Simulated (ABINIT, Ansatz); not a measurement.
# BN (Qingsongite): changed settings of a GW run in ABINIT

Aim: change inputs of a GW run on BN (Qingsongite) and see what moves.

Calculated with ABINIT 10.8.3; PBE and many-body steps on it, plane waves.

### Step 1. Set-up

The structure is cubic, space group F-43m (No. 216). Conventional cell: a = 3.615 Å, b = 3.615 Å, c = 3.615 Å, α = 90.00°, β = 90.00°, γ = 90.00°. B has 4 N at 1.57 Å nearest. Nearest to N lie 4 B at 1.57 Å. Farther neighbours and most contacts between anions are not listed.

Structure file:

```cif
data_structure
_symmetry_space_group_name_H-M 'P 1'
_symmetry_Int_Tables_number 1
_cell_length_a 2.5562
_cell_length_b 2.5562
_cell_length_c 2.5562
_cell_angle_alpha 60.000
_cell_angle_beta 60.000
_cell_angle_gamma 60.000
_cell_volume 11.81
loop_
_atom_site_label
_atom_site_type_symbol
_atom_site_fract_x
_atom_site_fract_y
_atom_site_fract_z
_atom_site_occupancy
B1 B 0.00000 0.00000 0.00000 1
N2 N 0.25000 0.25000 0.25000 1
```

The cell and positions come from the Crystallography Open Database and are kept as given unless a step says otherwise.

### Step 2. Screening, 8×8×8 mesh, 91 bands, screening to 283 eV

This step: ABINIT 10.8.3; RPA screening on PBE, plane waves, norm-conserving pseudopotentials.

The RPA dielectric matrix is built and inverted for each q.

Input file run.abi:

```
acell 3*1.0 Angstrom
rprim 
  -0.000000000000 1.807500000000 1.807500000000
  1.807500000000 0.000000000000 1.807500000000
  1.807500000000 1.807500000000 -0.000000000000
ntypat 2
znucl 5 7
natom 2
typat 1 2
xred 
  0.000000000000 0.000000000000 0.000000000000
  0.250000000000 0.250000000000 0.250000000000
pp_dirpath "pseudos"
pseudos "B.upf, N.upf"
ecut 36
ngkpt 8 8 8
nshiftk 1
shiftk 0 0 0
kptopt 1
chksymbreak 0
istwfk *1
occopt 1
irdwfk 1
optdriver 3
nband 91
ecuteps 10.4
inclvkb 2
awtr 1
symchi 1
indata_prefix "in"
outdata_prefix "out"
tmpdata_prefix "tmp"
```

Command:

```console
$ OMP_NUM_THREADS=1 mpirun -n 4 abinit run.abi > log
```

The program printed:

```text
.Version 10.8.3 of ABINIT. v10.8.2 released Aug 2026.

 Symmetries : space group F-4 3 m (#216); Bravais cF (face-center cubic)
[... echo of the input left out ...]
== DATASET  1 ==================================================================
-   mpi_nproc: 4, omp_nthreads: 1 (-1 if OMP is not activated)

--- !DatasetInfo
iteration_state: {dtset: 1, }
dimensions: {natom: 2, nkpt: 29, mband: 91, nsppol: 1, nspinor: 1, nspden: 1, mpw: 869, }
cutoff_energies: {ecut:  36.0, pawecutdg:  -1.0, }
electrons: {nelect:   8.00000000E+00, charge:   0.00000000E+00, occopt:   1.00000000E+00, tsmear:   1.00000000E-02, }

 SCREENING: Calculation of the susceptibility and dielectric matrices

 Based on a program developped by R.W. Godby, V. Olevano, G. Onida, and L. Reining.
 Incorporated in ABINIT by V. Olevano, G.-M. Rignanese, and M. Torrent.
.Using double precision arithmetic ; gwpc =  8

[... cell and pseudopotentials left out ...]
--------------------------------------------------------------------------------

 ==== K-mesh for the wavefunctions ====
 Number of points in the irreducible wedge :    29
[... list of points left out ...]
 Together with 24 symmetry operations and time-reversal symmetry
 yields   512 points in the full Brillouin Zone.

 ==== Q-mesh for the screening function ====
 Number of points in the irreducible wedge :    29
[... list of points left out ...]
 Together with 24 symmetry operations and time-reversal symmetry
 yields   512 points in the full Brillouin Zone.

 setmesh: FFT mesh size selected  =    20x   20x   20
          total number of points  =         8000

 vcoul_init : cutoff-mode = AUXILIARY_FUNCTION
 q-points for optical limit:   1
     1)      0.000010    0.000020    0.000030

- screening: taking advantage of time-reversal symmetry
- Maximum band index for partially occupied states nbvw = 4
- Remaining bands to be divided among processors   nbcw = 87
- Number of bands treated by each node ~21

 Number of electrons calculated from density =    8.0000; Expected =    8.0000
 average of density, n =  0.100376
 r_s =    1.3348
 omega_plasma =   30.5612 [eV]

 calculating chi0 at frequencies [eV] :
  1    0.000000E+00    0.000000E+00
  2    0.000000E+00    3.056116E+01

--------------------------------------------------------------------------------
  q-point number  1        q = ( 0.000000, 0.000000, 0.000000) [r.l.u.]
--------------------------------------------------------------------------------
[... chi0 elements left out ...]
 For q-point:  0.000010 0.000020 0.000030
  dielectric constant =   4.3104
  dielectric constant without local fields =   4.6610

  Average fulfillment of the sum rule on Im[epsilon] for q-point    1 :     92.08  [%]
[... wings left out ...]
  q-point number  2        q = ( 0.125000, 0.000000, 0.000000) [r.l.u.]
--------------------------------------------------------------------------------
[... chi0 elements left out ...]
  Average fulfillment of the sum rule on Im[epsilon] for q-point    2 :     99.05  [%]

 [... 27 further q-points ...]
```

The job ended after 60 s (4 MPI ranks of Arm Neoverse V2, shared host; peak memory 0.77 GiB).

Numbers from this step:

* ε∞ with local fields, on this mesh, along the program's q direction: 4.310
* the same without local fields: 4.661
* plasma frequency: 30.56 eV
* plane waves in the screening matrix: 137

Local fields lower ε∞ by 8 %.

### Step 3. Base

The self-energy is evaluated for the states that the input lists, and the levels follow from it, in one-shot runs by the linearised quasiparticle equation.

This step: G0W0 on PBE, plane waves, norm-conserving pseudopotentials.

run.abi, as its differences from that of step 2:

```diff
@@ -23,8 +23,17 @@
 irdwfk 1
-optdriver 3
+optdriver 4
 nband 91
+gwcalctyp 0
+ecutsigx 36
+symsigma 1
+nkptgw 2
+kptgw 
+  0.0000000000 0.0000000000 0.0000000000
+  0.5000000000 0.5000000000 0.0000000000
+bdgw 
+  2 7
+  3 6
 ecuteps 10.4
-inclvkb 2
-awtr 1
-symchi 1
+irdscr 1
+ppmodel 1
 indata_prefix "in"
```

The program printed:

```text
.Version 10.8.3 of ABINIT. v10.8.2 released Aug 2026.

 Symmetries : space group F-4 3 m (#216); Bravais cF (face-center cubic)
[... echo of the input left out ...]
== DATASET  1 ==================================================================
-   mpi_nproc: 4, omp_nthreads: 1 (-1 if OMP is not activated)

--- !DatasetInfo
iteration_state: {dtset: 1, }
dimensions: {natom: 2, nkpt: 29, mband: 91, nsppol: 1, nspinor: 1, nspden: 1, mpw: 869, }
cutoff_energies: {ecut:  36.0, pawecutdg:  -1.0, }
electrons: {nelect:   8.00000000E+00, charge:   0.00000000E+00, occopt:   1.00000000E+00, tsmear:   1.00000000E-02, }

 SIGMA: Calculation of the GW corrections

 Based on a program developped by R.W. Godby, V. Olevano, G. Onida, and L. Reining.
 Incorporated in ABINIT by V. Olevano, G.-M. Rignanese, and M. Torrent.
.Using double precision arithmetic ; gwpc =  8

[... cell and pseudopotentials left out ...]
--------------------------------------------------------------------------------

 ==== K-mesh for the wavefunctions ====
 Number of points in the irreducible wedge :    29
[... list of points left out ...]
 Together with 24 symmetry operations and time-reversal symmetry
 yields   512 points in the full Brillouin Zone.

 ==== Q-mesh for screening function ====
 Number of points in the irreducible wedge :    29
[... list of points left out ...]
 Together with 24 symmetry operations and time-reversal symmetry
 yields   512 points in the full Brillouin Zone.

 vcoul_init : cutoff-mode = AUXILIARY_FUNCTION
 q-points for optical limit:   1
     1)      0.000010    0.000020    0.000030
 setmesh: FFT mesh size selected  =    25x   25x   25
          total number of points  =        15625

 Number of electrons calculated from density =    8.0000; Expected =    8.0000
 average of density, n =  0.100376
 r_s =    1.3348
 omega_plasma =   30.5612 [eV]

 === KS Band Gaps ===
  >>>> For spin  1
   Minimum direct gap =   8.8782 [eV], located at k-point      :   0.0000  0.0000  0.0000
   Fundamental gap    =   4.5349 [eV], Top of valence bands at :   0.0000  0.0000  0.0000
                                       Bottom of conduction at :   0.5000  0.5000  0.0000
 SIGMA fundamental parameters:
 PLASMON POLE MODEL  1
 number of plane-waves for SigmaX                  869
 number of plane-waves for SigmaC and W            137
 number of plane-waves for wavefunctions           869
 number of bands                                    91
 number of independent spin polarizations            1
 number of spinorial components                      1
 number of k-points in IBZ                          29
 number of q-points in IBZ                          29
 number of symmetry operations                      24
 number of k-points in BZ                          512
 number of q-points in BZ                          512
 number of frequencies for dSigma/dE                 9
 frequency step for dSigma/dE [eV]                0.25
 number of omega for Sigma on real axis              0
 max omega for Sigma on real axis  [eV]           0.00
 zcut for avoiding poles [eV]                     0.10

 EPSILON^-1 parameters (SCR file):
 dimension of the eps^-1 matrix on file            137
 dimension of the eps^-1 matrix used               137
 number of plane-waves for wavefunctions           869
 number of bands                                    91
 number of q-points in IBZ                          29
 number of frequencies                               2
 number of real frequencies                          1
 number of imag frequencies                          1

 matrix elements of self-energy operator (all in [eV])

 Perturbative Calculation

--- !SelfEnergy_ee
iteration_state: {dtset: 1, }
kpoint     : [   0.000,    0.000,    0.000, ]
spin       : 1
KS_gap     :    8.878
QP_gap     :   10.963
Delta_QP_KS:    2.085
data: !SigmaeeData |
     Band     E0 <VxcDFT>   SigX SigC(E0)      Z dSigC/dE  Sig(E)    E-E0       E
        2   8.220 -18.520 -22.080   2.414   0.827  -0.209 -19.467  -0.948   7.273
        3   8.220 -18.520 -22.080   2.414   0.827  -0.209 -19.467  -0.948   7.273
        4   8.220 -18.520 -22.080   2.414   0.827  -0.209 -19.467  -0.948   7.273
        5  17.099 -13.778  -7.152  -5.277   0.843  -0.187 -12.641   1.137  18.236
        6  17.099 -13.778  -7.152  -5.277   0.843  -0.187 -12.641   1.137  18.236
        7  17.099 -13.778  -7.152  -5.277   0.843  -0.187 -12.641   1.137  18.236

--- !SelfEnergy_ee
iteration_state: {dtset: 1, }
kpoint     : [   0.500,    0.500,    0.000, ]
spin       : 1
KS_gap     :    9.442
QP_gap     :   11.416
Delta_QP_KS:    1.974
data: !SigmaeeData |
     Band     E0 <VxcDFT>   SigX SigC(E0)      Z dSigC/dE  Sig(E)    E-E0       E
        3   3.313 -16.496 -21.657   3.435   0.815  -0.227 -17.903  -1.407   1.907
        4   3.313 -16.496 -21.657   3.435   0.815  -0.227 -17.903  -1.407   1.907
        5  12.755 -12.570  -7.394  -4.511   0.854  -0.171 -12.003   0.567  13.323
        6  17.562 -12.696  -6.779  -5.104   0.851  -0.176 -12.005   0.691  18.253

== END DATASET(S) ==============================================================
================================================================================

 -outvars: echo values of variables after computation  --------
           etotal      0.0000000000E+00
            nband          91
             nkpt          29
          spgroup         216
 [... the other variables as echoed above ...]

 Calculation completed.
```

It took 8.7 s on 4 MPI ranks; peak memory 0.79 GiB.

This step gave:

```yaml
g0w0_gap_on_the_points_computed: 6.050 eV
starting_gap_on_the_mesh: 4.535 eV
k_of_the_valence_top: 0, 0, 0
k_of_the_conduction_bottom: 0.5, 0.5, 0
z_at_the_valence_top: 0.827
z_at_the_conduction_bottom: 0.854
least_direct_g0w0_gap_on_the_computed_points: 10.96 eV
```

The gap on the mesh goes from 4.53 eV to 6.05 eV, a correction of +1.52 eV.

### Step 4. Smaller part of the screening matrix

run.abi, as its differences from that of step 3:

```diff
@@ -35,3 +35,3 @@
   3 6
-ecuteps 10.4
+ecuteps 2.6
 irdscr 1
```

The program printed:

```text
.Version 10.8.3 of ABINIT. v10.8.2 released Aug 2026.

 Symmetries : space group F-4 3 m (#216); Bravais cF (face-center cubic)
[... echo of the input left out ...]
== DATASET  1 ==================================================================
-   mpi_nproc: 4, omp_nthreads: 1 (-1 if OMP is not activated)

--- !DatasetInfo
iteration_state: {dtset: 1, }
dimensions: {natom: 2, nkpt: 29, mband: 91, nsppol: 1, nspinor: 1, nspden: 1, mpw: 869, }
cutoff_energies: {ecut:  36.0, pawecutdg:  -1.0, }
electrons: {nelect:   8.00000000E+00, charge:   0.00000000E+00, occopt:   1.00000000E+00, tsmear:   1.00000000E-02, }

 SIGMA: Calculation of the GW corrections

 Based on a program developped by R.W. Godby, V. Olevano, G. Onida, and L. Reining.
 Incorporated in ABINIT by V. Olevano, G.-M. Rignanese, and M. Torrent.
.Using double precision arithmetic ; gwpc =  8

[... cell and pseudopotentials left out ...]
--------------------------------------------------------------------------------

 ==== K-mesh for the wavefunctions ====
 Number of points in the irreducible wedge :    29
[... list of points left out ...]
 Together with 24 symmetry operations and time-reversal symmetry
 yields   512 points in the full Brillouin Zone.

 ==== Q-mesh for screening function ====
 Number of points in the irreducible wedge :    29
[... list of points left out ...]
 Together with 24 symmetry operations and time-reversal symmetry
 yields   512 points in the full Brillouin Zone.

 vcoul_init : cutoff-mode = AUXILIARY_FUNCTION
 q-points for optical limit:   1
     1)      0.000010    0.000020    0.000030
 setmesh: FFT mesh size selected  =    25x   25x   25
          total number of points  =        15625

 Number of electrons calculated from density =    8.0000; Expected =    8.0000
[...]
number of omega for Sigma on real axis              0
 max omega for Sigma on real axis  [eV]           0.00
 zcut for avoiding poles [eV]                     0.10

 EPSILON^-1 parameters (SCR file):
 dimension of the eps^-1 matrix on file            137
 dimension of the eps^-1 matrix used                15
 number of plane-waves for wavefunctions           869
 number of bands                                    91
 number of q-points in IBZ                          29
 number of frequencies                               2
 number of real frequencies                          1
 number of imag frequencies                          1

 matrix elements of self-energy operator (all in [eV])

 Perturbative Calculation

--- !SelfEnergy_ee
iteration_state: {dtset: 1, }
kpoint     : [   0.000,    0.000,    0.000, ]
spin       : 1
KS_gap     :    8.878
QP_gap     :   10.813
Delta_QP_KS:    1.935
data: !SigmaeeData |
     Band     E0 <VxcDFT>   SigX SigC(E0)      Z dSigC/dE  Sig(E)    E-E0       E
        2   8.220 -18.520 -22.080   3.022   0.842  -0.187 -18.973  -0.453   7.767
        3   8.220 -18.520 -22.080   3.022   0.842  -0.187 -18.973  -0.453   7.767
        4   8.220 -18.520 -22.080   3.022   0.842  -0.187 -18.973  -0.453   7.767
[...]
--- !SelfEnergy_ee
iteration_state: {dtset: 1, }
kpoint     : [   0.500,    0.500,    0.000, ]
spin       : 1
KS_gap     :    9.442
QP_gap     :   11.224
Delta_QP_KS:    1.782
data: !SigmaeeData |
     Band     E0 <VxcDFT>   SigX SigC(E0)      Z dSigC/dE  Sig(E)    E-E0       E
[...]
5  12.755 -12.570  -7.394  -4.323   0.860  -0.162 -11.836   0.734  13.489
        6  17.562 -12.696  -6.779  -4.797   0.857  -0.167 -11.736   0.960  18.522

== END DATASET(S) ==============================================================
================================================================================

 -outvars: echo values of variables after computation  --------
           etotal      0.0000000000E+00
            nband          91
             nkpt          29
          spgroup         216
 [... the other variables as echoed above ...]

 Calculation completed.
```

Elapsed: 2.1 s, on 4 MPI ranks; peak memory 0.12 GiB.

Numbers from this step:

* G0W0 gap on the points computed: 5.722 eV
* starting gap on the mesh: 4.535 eV
* k of the valence top: 0, 0, 0
* k of the conduction bottom: 0.5, 0.5, 0
* Z at the valence top: 0.842
* Z at the conduction bottom: 0.86
* least direct G0W0 gap on the computed points: 10.81 eV

### Step 5. Another k mesh than the file's

run.abi, as its differences from that of step 4:

```diff
@@ -15,3 +15,3 @@
 ecut 36
-ngkpt 8 8 8
+ngkpt 9 9 9
 nshiftk 1
@@ -35,3 +35,3 @@
   3 6
-ecuteps 2.6
+ecuteps 10.4
 irdscr 1
```

The program printed:

```text
.Version 10.8.3 of ABINIT. v10.8.2 released Aug 2026.

 Symmetries : space group F-4 3 m (#216); Bravais cF (face-center cubic)
================================================================================
 Values of the parameters that define the memory need of the present run
     intxc =       0    ionmov =       0      iscf =       7    lmnmax =       4
     lnmax =       4     mgfft =      30  mpssoang =       2    mqgrid =    3001
     natom =       2  nloc_mem =       1    nspden =       1   nspinor =       1
    nsppol =       1      nsym =      24    n1xccc =    2501    ntypat =       2
    occopt =       1   xclevel =       2
-    mband =          91        mffmem =           1         mkmem =           9
       mpw =         869          nfft =       27000          nkpt =          35
================================================================================
  Rough estimation (10% accuracy) of disk space for files :
================================================================================

--------------------------------------------------------------------------------
------------- Echo of variables that govern the present computation ------------
--------------------------------------------------------------------------------
 -outvars: echo values of preprocessed input variables --------
            acell      1.8897261259E+00  1.8897261259E+00  1.8897261259E+00 Bohr

             bdgw           2       7       3       6
      chksymbreak           0
             ecut      3.60000000E+01 Hartree
          ecuteps      1.04000000E+01 Hartree
         ecutsigx      3.60000000E+01 Hartree
          ecutwfn      3.60000000E+01 Hartree
-          fftalg         312
           irdscr           1
           irdwfk           1

[...]
.Using double precision arithmetic ; gwpc =  8

 Real(R)+Recip(G) space primitive vectors, cartesian coordinates (Bohr,Bohr^-1):
 R(1)=  0.0000000  3.4156800  3.4156800  G(1)= -0.1463837  0.1463837  0.1463837
 R(2)=  3.4156800  0.0000000  3.4156800  G(2)=  0.1463837 -0.1463837  0.1463837
 R(3)=  3.4156800  3.4156800  0.0000000  G(3)=  0.1463837  0.1463837 -0.1463837
 Unit cell volume ucvol=  7.9700586E+01 bohr^3
 Angles (23,13,12)=  6.00000000E+01  6.00000000E+01  6.00000000E+01 degrees

--- Pseudopotential description ------------------------------------------------
- B Generated using ONCVPSP code by D. R. Hamann
-  5.00000   3.00000  171031                  znucl, zion, pspdat
12 -101130 1 -1 1534                          pspcod,pspxc,lmax,lloc,mmax
     nproj     2     2
  pspatm : epsatm=    3.38844616
         --- l  ekb(1:nproj) -->
[...]
pspatm: atomic psp has been read  and splines computed

- N Generated using ONCVPSP code by D. R. Hamann
-  7.00000   5.00000  171031                  znucl, zion, pspdat
12 -101130 1 -1 1058                          pspcod,pspxc,lmax,lloc,mmax
     nproj     2     2
  pspatm : epsatm=    5.20977870
         --- l  ekb(1:nproj) -->
             0    7.494509    0.636305
             1   -4.293905   -1.006988
 pspatm: atomic psp has been read  and splines computed

   6.87857989E+01                                ecore*ucvol(ha*bohr**3)
--------------------------------------------------------------------------------

--- !ERROR
message: |
    Cannot continue, basic dimensions/parameters reported in the header do not agree with input file.
    Check consistency between the content of the WFK external file and the input file.

--- !ERROR
message: |
    Cannot continue, basic dimensions/parameters reported in the header do not agree with input file.
    Check consistency between the content of the WFK external file and the input file.

--- from the log ---
Cannot continue, basic dimensions/parameters reported in the header do not agree with input file.
    Check consistency between the content of the WFK external file and the input file.
```

The job ended after 1.4 s (4 MPI ranks; peak memory 0.06 GiB).

The run stopped with an error after 1.4 s.

The program's words: Cannot continue, basic dimensions/parameters reported in the header do not agree with input file. Check consistency between the content of the WFK external file and the input file.

The fault put into this input: another k mesh than the file's.

### Step 6. The runs together

Times are wall times on 4 MPI ranks of Arm Neoverse V2, shared host, good to a factor of about two. A run's time includes the screening step that it read.

| run | mesh | bands | screening cutoff (eV) | DFT gap (eV) | gap on the mesh (eV) | direct (eV) | ε∞ used | time |
| --- | --- | --- | --- | --- | --- | --- | --- | --- |
| base | 8×8×8 | 91 | 283 | 4.535 | 6.050 | 10.963 | 4.31 | 69 s |
| smaller part of the screening matrix | 8×8×8 | 91 | 70.7 | 4.535 | 5.722 | 10.813 | 4.31 | 62 s |

### Step 7. Summary of results

```
base                                 : 6.050 eV
smaller part of the screening matrix : 5.722 eV
known limits                         : not at the basis limit
```

**Reading.** Smaller part of the screening matrix: −0.328 eV against base (keys changed: ecuteps). Bands and cutoff are finite, so the gap is not at the basis limit. The miss can reach some tenths of an eV and take either sign; the mesh is an error of its own. In the G0W0 runs levels were corrected at 2 k points alone, so a gap called «on the mesh» is the least over those, and an edge elsewhere would be missed.

[Paths, hosts, dates, memory and timing lines, banners, echoed tables and standing remarks are left out of the program output.]

[Logs are printed without paths, hosts, clocks, repeated set-up lines and the standing remarks that a program may print on its own settings, such as how far it seeks lower states.]

[Runs of the session that timed out or met a known fault of the program may be left out.]

[Hosts, paths, dates, database ids (printed as entryN), source tags and the programs' standing remarks are cut or masked in the printed files.]

[G0W0 gaps are taken among the corrected bands and points alone; a level outside them can change the order at an edge.]

[Where Ansatz stands beside ABINIT at settings called matched, ABINIT's density can come from a denser mesh and the files from another edition; pairs whose starting gaps differed by over 0.03 eV were left out, so agreement reads better than it is.]
